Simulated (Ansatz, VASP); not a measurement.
# C: VASP beside Ansatz

```xyz
2
Lattice="0.0000 1.7858 1.7858 1.7858 0.0000 1.7858 1.7858 1.7858 0.0000" Properties=species:S:1:pos:R:3 pbc="T T T"
C     0.0000    0.0000    0.0000
C     0.8929    0.8929    0.8929
```

Alike in both runs: functional PBE; k mesh 13 × 13 × 13; occupations fermi-dirac, width 0.01 eV; no spin polarisation.

Ansatz relaxed the structure, and its values are those at the end. VASP's run is a single point on that final structure, the one shown.

```csv
,VASP,Ansatz
version,VASP 6.6.1,Ansatz 0.2.0
potentials or method,"VASP PAW PBE potentials, release 64 (C)",plane-wave PAW DFT
plane-wave cutoff (eV),520,420
valence electrons in the cell,8,8
```

|  | VASP | Ansatz | Ansatz less VASP |
| --- | --- | --- | --- |
| pressure (GPa) | 0.7 | 0.0 | -0.65 |

The functional is the same, so the differences come from potentials, cutoffs and numerics.
